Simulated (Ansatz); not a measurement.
# Zn in Pt(111), 2x2: scattering by a point defect

Wanted: the reflection from a plane of defects, Zn in Pt(111), 2x2, and the resistivity it implies.

Calculated with Ansatz 0.2.0; Ansatz plane-wave DFT, PBE, PAW files; ballistic transport by layer matching (Landauer), zero bias; PAW set soft_1.

## (1) The structure

The cell holds 44 atoms: 43 Pt and 1 Zn. Its edges and angles: a = 5.546 Å, b = 5.546 Å, c = 24.958 Å, α = 86.8°, β = 93.2°, γ = 120.0°. It derives from Pt. Regions: lead, 24 atoms (24 Pt); scattering region, 20 atoms (19 Pt and 1 Zn). The structure is stacked along c, and the current runs across the ab planes.

## (2) Transmission at ideal sites

The defect sits in one plane of the supercell, all atoms on ideal sites; the layers about the cell's end are the lead. The mesh across the current, 12×12, is finer than the density's, because channels open and close sharply across the zone. Energies from -0.1 to 0.1 eV in steps of 0.05 eV are too few for the program's thermal sum, so it prints no conductance; for a metal the transmission near the Fermi level serves, at a fraction of the cost.

Contents of input.yaml:

```yaml
crystal:
  lattice:
    - [5.5462627489, 0.0, 0.0]
    - [-2.7731313745, 4.8032044366, 0.0]
    - [-1.3865656872, 0.8005340728, 24.9067751428]
  atoms:
    - { symbol: Pt, position: [0.0075757576, 0.9924242424, 0.0454545455] }
    - { symbol: Pt, position: [0.0075757576, 0.4924242424, 0.0454545455] }
    - { symbol: Pt, position: [0.5075757576, 0.9924242424, 0.0454545455] }
    - { symbol: Pt, position: [0.5075757576, 0.4924242424, 0.0454545455] }
    - { symbol: Pt, position: [0.1893939394, 0.3106060606, 0.1363636364] }
    - { symbol: Pt, position: [0.1893939394, 0.8106060606, 0.1363636364] }
    - { symbol: Pt, position: [0.6893939394, 0.3106060606, 0.1363636364] }
    - { symbol: Pt, position: [0.6893939394, 0.8106060606, 0.1363636364] }
    - { symbol: Pt, position: [0.3712121212, 0.1287878788, 0.2272727273] }
    - { symbol: Pt, position: [0.3712121212, 0.6287878788, 0.2272727273] }
    - { symbol: Pt, position: [0.8712121212, 0.1287878788, 0.2272727273] }
    - { symbol: Pt, position: [0.8712121212, 0.6287878788, 0.2272727273] }
    - { symbol: Pt, position: [0.053030303, 0.946969697, 0.3181818182] }
    - { symbol: Pt, position: [0.053030303, 0.446969697, 0.3181818182] }
    - { symbol: Pt, position: [0.553030303, 0.946969697, 0.3181818182] }
    - { symbol: Pt, position: [0.553030303, 0.446969697, 0.3181818182] }
    - { symbol: Pt, position: [0.2348484848, 0.2651515152, 0.4090909091] }
    - { symbol: Pt, position: [0.2348484848, 0.7651515152, 0.4090909091] }
    - { symbol: Pt, position: [0.7348484848, 0.2651515152, 0.4090909091] }
    - { symbol: Pt, position: [0.7348484848, 0.7651515152, 0.4090909091] }
    - { symbol: Zn, position: [0.4166666667, 0.0833333333, 0.5] }
    - { symbol: Pt, position: [0.4166666667, 0.5833333333, 0.5] }
    - { symbol: Pt, position: [0.9166666667, 0.0833333333, 0.5] }
    - { symbol: Pt, position: [0.9166666667, 0.5833333333, 0.5] }
    - { symbol: Pt, position: [0.0984848485, 0.9015151515, 0.5909090909] }
    - { symbol: Pt, position: [0.0984848485, 0.4015151515, 0.5909090909] }
    - { symbol: Pt, position: [0.5984848485, 0.9015151515, 0.5909090909] }
    - { symbol: Pt, position: [0.5984848485, 0.4015151515, 0.5909090909] }
    - { symbol: Pt, position: [0.2803030303, 0.2196969697, 0.6818181818] }
    - { symbol: Pt, position: [0.2803030303, 0.7196969697, 0.6818181818] }
    - { symbol: Pt, position: [0.7803030303, 0.2196969697, 0.6818181818] }
    - { symbol: Pt, position: [0.7803030303, 0.7196969697, 0.6818181818] }
    - { symbol: Pt, position: [0.4621212121, 0.0378787879, 0.7727272727] }
    - { symbol: Pt, position: [0.4621212121, 0.5378787879, 0.7727272727] }
    - { symbol: Pt, position: [0.9621212121, 0.0378787879, 0.7727272727] }
    - { symbol: Pt, position: [0.9621212121, 0.5378787879, 0.7727272727] }
    - { symbol: Pt, position: [0.1439393939, 0.8560606061, 0.8636363636] }
    - { symbol: Pt, position: [0.1439393939, 0.3560606061, 0.8636363636] }
    - { symbol: Pt, position: [0.6439393939, 0.8560606061, 0.8636363636] }
    - { symbol: Pt, position: [0.6439393939, 0.3560606061, 0.8636363636] }
    - { symbol: Pt, position: [0.3257575758, 0.1742424242, 0.9545454545] }
    - { symbol: Pt, position: [0.3257575758, 0.6742424242, 0.9545454545] }
    - { symbol: Pt, position: [0.8257575758, 0.1742424242, 0.9545454545] }
    - { symbol: Pt, position: [0.8257575758, 0.6742424242, 0.9545454545] }
kpoints:
  mp_grid: { grid: [5, 5, 1] }
hamiltonian:
  xc: pbe
  pseudopotentials: { kind: paw, azcp: { folder: soft_1 } }
scf:
  occupations: { method: fermi_dirac, width: 0.1 }
output:
  transmission: { leads: [[0, 4]], kmesh: [12, 12], e_range: [-0.1, 0.1], de: 0.05 }
  write_potential: true
  write_density: true
  volumetric_format: npy
  elf: true
```

Launch:

```console
$ ansatz run input.yaml --threads 4 --pin off --max-ram 15360MiB --backend cpu --events-out ev --progress --plain --runs-dir out
```

Numbers of over 12 decimals in the logs are rounded to 6 here.

Output:

```text
Engine: ansatz 0.2.0, aarch64-unknown-linux-gnu
Pseudopotentials: kind: paw
Pseudopotential: Pt, paw, valence charge 18, recommended cutoff 420 eV (normal), soft_1/Pt.paw.azcp
Pseudopotential: Zn, paw, valence charge 12, recommended cutoff 420 eV (normal), soft_1/Zn.paw.azcp
Functional definition: PBE
  parameter kappa = 0.804
  parameter beta = 0.066725
  exchange = pbe_x(kappa = kappa, mu = beta*pi^2/3)
  correlation = pbe_c(beta = beta)
Crystal: 44 atoms, lattice volume = 663.512 Å³
Basis set: ecut = 420 eV, 13001 PW (Γ)
Bands: 472, of which v1, the nominal top of the filled ones, is band 393 counted from 1 (392 counted from 0)
Symmetry: 4 space group operations
Space group: C2/m (ITA 12), of the structure as read, at distance tolerance 8.7e-5 Å
k-points: 9 of 25
Non-local potential: Pt, projectors of the file, l = 0: 3, l = 1: 2, l = 2: 2, l = 3: 1
Non-local potential: Zn, projectors of the file, l = 0: 2, l = 1: 2, l = 2: 3, l = 3: 1
PAW form: soft (Blöchl's): semilocal exchange-correlation on the pseudo side does not see the compensation charge
PAW one-centre angular grid: Pt, 590 points (default); XC on 64 Gauss nodes
PAW one-centre angular grid: Zn, 590 points (default); XC on 64 Gauss nodes
Initial density: superposition of atomic densities (chi_scale 0.1, normalization cell, long waves 93 % of neutral atoms (reshape's long-wave potential 1.93 eV rms, cloud 2.58 Å wide))
Initial wavefunctions: pseudopotential atomic-orbital guess
Functional: x = pbe(κ = 0.804, μ = 0.219515), c = pbe(β = 0.066725)
SCF iter   1: F=—  HF=-541899.695369 eV  |F-HF|=—  |Δ(HF+E_count)|=         —  Δρ=9.13e-2  dr2=1.77e2  ethr=3.10e-3  ⟨swp⟩=5.0  Hψ=14639  notcnv=0  defer=86
preconditioner: auto → Kerker (q_TF=auto, 2.806 Å⁻¹)  [metal: Δε(μ)=0.003 eV  Ē_g=8.661 eV  σ=0.100 eV  W_gap=0.01  n_scr=272 (ndim 8)  ℏωp=30.3 eV  f_vac=0.000  D(μ)=69.68/eV (n_scr^D=924)]
SCF iter   2: F=—  HF=-541887.384828 eV  |F-HF|=—  |Δ(HF+E_count)|=    1.23e1  Δρ=4.74e-2  dr2=6.45e1  ethr=3.10e-3  ⟨swp⟩=2.0  Hψ=7182  notcnv=0  defer=378
SCF iter   3: F=—  HF=-541883.310177 eV  |F-HF|=—  |Δ(HF+E_count)|=    4.07e0  Δρ=1.07e-2  dr2=3.33e0  ethr=3.10e-3  ⟨swp⟩=2.0  Hψ=6173  notcnv=0  defer=378
SCF iter   4: F=—  HF=-541883.078619 eV  |F-HF|=—  |Δ(HF+E_count)|=   2.32e-1  Δρ=7.56e-3  dr2=1.30e0  ethr=4.23e-4  ⟨swp⟩=2.0  Hψ=7131  notcnv=0  defer=395
SCF iter   5: F=—  HF=-541882.993197 eV  |F-HF|=—  |Δ(HF+E_count)|=   8.54e-2  Δρ=1.81e-3  dr2=3.19e-1  ethr=1.65e-4  ⟨swp⟩=2.0  Hψ=6810  notcnv=0  defer=393
SCF iter   6: F=—  HF=-541882.990842 eV  |F-HF|=—  |Δ(HF+E_count)|=   2.36e-3  Δρ=9.36e-4  dr2=1.14e-2  ethr=4.05e-5  ⟨swp⟩=1.6  Hψ=4107  notcnv=0  defer=391
SCF iter   7: F=—  HF=-541882.990291 eV  |F-HF|=—  |Δ(HF+E_count)|=   5.50e-4  Δρ=2.48e-4  dr2=8.82e-3  ethr=1.45e-6  ⟨swp⟩=2.0  Hψ=4145  notcnv=0  defer=391
SCF iter   8: F=—  HF=-541882.990228 eV  |F-HF|=—  |Δ(HF+E_count)|=   6.28e-5  Δρ=1.10e-4  dr2=2.39e-3  ethr=1.12e-6  ⟨swp⟩=1.0  Hψ=3852  notcnv=0  defer=391
SCF iter   9: F=—  HF=-541882.990204 eV  |F-HF|=—  |Δ(HF+E_count)|=   2.46e-5  Δρ=3.02e-5  dr2=1.62e-4  ethr=3.04e-7  ⟨swp⟩=1.0  Hψ=3852  notcnv=0  defer=391
SCF iter  10: F=—  HF=-541882.990240 eV  |F-HF|=—  |Δ(HF+E_count)|=   3.59e-5  Δρ=6.93e-6  dr2=4.23e-6  ethr=2.06e-8  ⟨swp⟩=1.0  Hψ=3969  notcnv=0  defer=391
SCF iter  11: F=—  HF=-541882.991011 eV  |F-HF|=—  |Δ(HF+E_count)|=   7.72e-4  Δρ=1.78e-6  dr2=1.88e-7  ethr=5.38e-10  ⟨swp⟩=1.6  Hψ=3975  notcnv=0  defer=391
SCF iter  12: F=-541882.991011 eV  HF=-541882.991011 eV  |F-HF|=5.94e-9  |Δ(HF+E_count)|=   6.75e-9  Δρ=9.91e-7  dr2=4.23e-9  ethr=1.27e-11  ⟨swp⟩=10.3  Hψ=13296  notcnv=0
SCF 1 converged in 12 iterations: F = -541882.991011 eV  dr2 = 4.23e-9
  greatest PAW one-centre occupation: 1.000 electrons in one spin orbital (limit 2), on the Pt atom at site 25 (counted from 0), in its partial waves of l = 0
transmission: 192 of 1892 steps passed
transmission: 380 of 1892 steps passed
[...]
transmission: 1892 of 1892 steps passed
SCF converged after 12 iterations
Free energy (F): -541882.991011 eV
Harris-Foulkes:  -541882.991011 eV  (|F-HF|=5.94e-9)
Internal energy: -541880.633549 eV  (E = F + TS)
E sigma→0 (E₀):  -541881.812280 eV
Entropy (-TS):   -2.357463 eV (-53.579 meV/atom)
Fermi energy:    23.111936 eV
--- Per-component energies (eV) ---
  E_band       = -5547.172618
  E_kinetic    = 25834.367282
  E_local      = -63635.957984  (includes V_loc(G=0)·N_el)
  E_nonlocal   = 9584.973987
  E_hartree    = 24239.444779
  E_xc         = -10080.106527
  E_vxc        = -11736.716726  (∫ρ·V_xc dr)
  E_paw        = -409704.141026  (= ΣΔE_a)
  E_vpaw       = -14072.775497  (= ΣTr[D̂ρ^β])
  E_aug_tail   = 0.047662  (compensation charges beyond the density's cutoff)
  E_ewald      = -118119.261722
  E_smearing   = -2.357463  (= −TS)
  E_closure    = 0.000000  (closes the sum)
  Σ components = -541882.991011   (vs F -541882.991011, Δ=0.00e0)
--- Band table (eV; the first three rows and the last of 9) ---
  k-point 0: bands = [... 389 lower, 23.2894, 23.2970, 23.3227, 23.3372, 23.3432, 23.3855, 23.3858, 23.3865, ... 75 higher]
  k-point 1: bands = [... 389 lower, 23.0703, 23.1152, 23.1313, 23.1540, 23.1708, 23.1764, 23.2007, 23.2214, ... 75 higher]
  k-point 2: bands = [... 389 lower, 23.0517, 23.0793, 23.1111, 23.1399, 23.1661, 23.1882, 23.2147, 23.2671, ... 75 higher]
  k-point 8: bands = [... 389 lower, 23.0608, 23.0891, 23.1458, 23.1464, 23.1912, 23.2203, 23.2299, 23.2524, ... 75 higher]
--- Transmission ---
  basis      : 241 plane waves across, 44 finite elements along
  points     : 43, standing for a mesh of 12 x 12
  energies   : 5 from -0.100000 to 0.100000 eV about the Fermi level, 0.050000 eV apart; the leads are filled to 0.000000 eV, and channels, transmission and decay are at 0.000000 eV
  crystal 0  : Pt4, at the sites [0, 4], period 2.2643 Å, over 22.64 Å; its Hamiltonian steps by up to 4.9 meV
    offset         : up to 0.0000 Å between an atom of the period and one for which it stands
    channels       : 7.368056e0 a spin
    conductance    : none, the energies end too early or step too widely for 300 K: set another output.transmission.e_range or a lower de, or, where they end at an eighth of basis.ecutwfc, a higher one
  junction   : crystal 0 to crystal 0, 0.70 to 23.34 Å
    transmission   : 4.946370e0 a spin
    conductance    : none, the energies end too early or step too widely for 300 K: set another output.transmission.e_range or a lower de, or, where they end at an eighth of basis.ecutwfc, a higher one
```

Elapsed: 7.8 min, on 4 threads of Arm Neoverse V1, shared host; peak memory 5.8 GiB; 29 min of CPU time.

Numbers from this step:

* free energy: -541882.9910 eV
* energy at zero smearing: -541881.8123 eV
* Fermi energy: 23.11 eV
* cell area: 26.64 Å²
* transmission per spin nearest the Fermi level: 4.946
* open channels per spin nearest the Fermi level: 7.368
* step of the lead's potential: 4.9 meV

Per spin. Table of transmission, zone mean by energy, zero at the Fermi level:

```
energy (eV)  transmission, zone mean
    -0.1000                     5.39
    -0.0500                     5.16
     0.0000                     4.95
     0.0500                     4.34
     0.1000                     4.04
```

Per spin. Table of open channels, zone mean, lead by energy, zero at the Fermi level:

```
energy (eV)  open channels, zone mean, lead
    -0.1000                            7.89
    -0.0500                            7.60
     0.0000                            7.37
     0.0500                            5.98
     0.1000                            5.35
```

Transmission over k1 and k2. At 0.0000 eV from the Fermi level.

Ten even steps from '0' (2.75) to '9' (6.61):
```
976336793333
467636764303
636755763633
433590953343
966509905669
877799499777
996650990566
434335909533
633636755763
430346763676
933339763367
894649894649
```
Columns: k1 (b1) from -0.5 to 0.417; rows upwards: k2 (b2) from -0.5 to 0.417.

Open channels over k1 and k2. At 0.0000 eV from the Fermi level.

Values, 12 rows by 12 columns:
```
10.0  8.0  8.0  6.0  6.0  8.0  8.0 10.0  6.0  6.0  6.0  6.0
 7.0  8.0  8.0  7.0  6.0  7.0  8.0  8.0  7.0  6.0  3.0  6.0
 9.0  6.0  7.0  8.0  6.0  6.0  8.0  7.0  6.0  9.0  6.0  6.0
 7.0  6.0  6.0  6.0 10.0  4.0 10.0  6.0  6.0  6.0  7.0  6.0
10.0  8.0  7.0  6.0  4.0 11.0 11.0  4.0  6.0  7.0  8.0 10.0
10.0  8.0  8.0  8.0 10.0 11.0  5.0 11.0 10.0  8.0  8.0  8.0
10.0 10.0  8.0  7.0  6.0  4.0 11.0 11.0  4.0  6.0  7.0  8.0
 7.0  6.0  7.0  6.0  6.0  6.0 10.0  4.0 10.0  6.0  6.0  6.0
 9.0  6.0  6.0  9.0  6.0  7.0  8.0  6.0  6.0  8.0  7.0  6.0
 7.0  6.0  3.0  6.0  7.0  8.0  8.0  7.0  6.0  7.0  8.0  8.0
10.0  6.0  6.0  6.0  6.0 10.0  8.0  8.0  6.0  6.0  8.0  8.0
10.0 10.0  7.0  9.0  7.0 10.0 10.0 10.0  7.0  9.0  7.0 10.0
```
Columns: k1 (b1) from -0.5 to 0.417; rows upwards: k2 (b2) from -0.5 to 0.417.

ELF in the ca plane at fractional y = 0.083, with atoms of Zn and Pt within 0.2 Å of it. It is the smooth field of the valence electrons, not physical close to the nuclei.

Ten even steps from '0' (0.00) to '9' (0.58), each cell a mean:
```
44444799854444432334444699995444432223444479
44445999964444322234444699985444432234444468
44445999964444332344444589974444443346664445
44444898754455543345544467654446544457885444
44433565444578754456654444443456654457885444
44433344444698754456654333333455544456754446
44433444444578644445544322223444443334444469
44434677644455433344443210012444432233444479
44445899864444322234443200012444432233444469
44445999964444322234443210012444433345544456
44445899854444433344444222223445544457875444
44444687644467644455554333333456654468985444
44433444444688754456654344444456644457875445
44433344444688754456544457754445543345544458
44433455544566643344444589974444432234444479
```
Columns run along c (16.0 Å, from fractional 0.13 to 0.78 of the cell), rows up along a (5.5 Å). Atoms in or near the plane, at fractional coordinates: Zn at (0.50, 0.42), Pt at (0.50, 0.92).

Valence density in the ca plane at fractional y = 0.083, with atoms of Zn and Pt within 0.2 Å of it. It is the smooth field of the valence electrons, not physical close to the nuclei.

Ten steps, logarithmic in the rise over the least value, from '0' (0 e/Å³) to '9' (28 e/Å³), each cell a mean:
```
11001466521111100001001467763100000000000146
11012577631000000000001467762101100001111135
11012577631011100001101256641111110013431112
11002466421123210112210123311122321124542101
11101233211245421123310001100123321134542111
11100011101355421123310000000022211123431123
11100111111244321122210012210011110011111136
11001244321122200011100147731000000000000147
11002567631011000000000269941000000000110146
11012677631000000001000147731001100012221124
11012577531112100011110023210012211124542111
11001344311234310123210000000123321135542101
11100111101355421123320001100123321124542112
11100011101355421123210123321112210012221135
11100123211233210011111256642111100001110146
```
Columns run along c (16.0 Å, from fractional 0.13 to 0.78 of the cell), rows up along a (5.5 Å). Atoms in or near the plane, at fractional coordinates: Zn at (0.50, 0.42), Pt at (0.50, 0.92).

Electrostatic potential energy in the ca plane at fractional y = 0.083, with atoms of Zn and Pt within 0.2 Å of it. With pseudopotentials it is smooth inside the atoms' cores, unlike the true potential.

Ten even steps from '0' (-42 eV) to '9' (25 eV), each cell a mean:
```
99998521379999999999999500017999999999999840
99997200169999999999999500017999999999899963
99997200169999999999999731158998899986568997
99998411489977899988899976789987789974247999
99999877899743589976789999999986689973248999
88999999999632489976789999999987789986578985
88999988999744689988899975579999999999899961
99999744689987899999999831148999999999999840
99998300269999999999999620038999999999999851
99997100169999999999999731158999999998789985
99998300279988999998999975689998889985358999
99999644689865689987799999999986689973247999
99999988999632489976689999999986689974358997
88999999999632489987799986689998899997789973
89999877899865799998999831148999999999999840
```
Columns run along c (16.0 Å, from fractional 0.13 to 0.78 of the cell; values clipped at the 3rd and 97th percentile), rows up along a (5.5 Å). Atoms in or near the plane, at fractional coordinates: Zn at (0.50, 0.42), Pt at (0.50, 0.92).

Over the solved energies the transmission per spin lies between 4.04 and 5.39, out of 6.84 channels of the lead on average (up to 7.89).

## (3) Resistance at ideal sites

This step: Ansatz plane-wave DFT, PBE, PAW files; ballistic transport by layer matching (Landauer), zero bias; area resistance of the defect plane and resistivity an atomic per cent; PAW set soft_1 (Ansatz 0.2.0).

Numbers from this step:

| Property | Result |
| --- | --- |
| area resistance | 0.2219 fΩ m² |
| T over the leads' mean channel count | 0.6894 |
| resistivity per at.% scaled from this dense plane, with the factor 3/4 for isotropic scattering | 2.940 µΩ cm |

Averaged over the energies near the Fermi level, 68.9 % of the channels pass, which makes 0.222 fΩ m².

By hand, with T and the leads' channels N averaged over the energies near the Fermi level: RA = A (h/2e²)(1/T − 1/N) = 26.64×10⁻²⁰ m² × 12 906 Ω × (1/4.813 − 1/6.981) = 0.222 fΩ m². Per atomic per cent: RA × A / V_atom × 0.01 × 3/4 = 2.94 µΩ cm, with the host's V_atom = 15.08 Å³.

## (4) Results

| Property | Result |
| --- | --- |
| share of channels that pass, rigid | 0.689 |
| area resistance, rigid | 0.222 fΩ m² |
| resistivity per at.% from the area resistance, times 3/4, rigid | 2.94 µΩ cm |

**Reading.** The plane of defects adds 0.22 fΩ m². Scaled to one atomic per cent that is 3.9 µΩ cm as it stands and 2.9 with the factor 3/4 for isotropic scattering on a spherical Fermi surface; with the reflection in place of the resistance taken as linear in the density it would be 2.0. These are rough estimates of the dilute value, not bounds. One Zn in each 2x2 cell reflects 31 % of the lead's channels. The defects form a dense periodic sheet that scatters coherently, unlike a dilute random alloy. T and N are means over the solved energies nearest the Fermi level. Spin-orbit coupling is left out, which matters for Pt.

[Logs are printed without paths, hosts, clocks, repeated set-up lines and the standing remarks that a program may print on its own settings, such as how far it seeks lower states.]

[Hosts, paths, dates, database ids (printed as entryN), source tags and the programs' standing remarks are cut or masked in the printed files.]
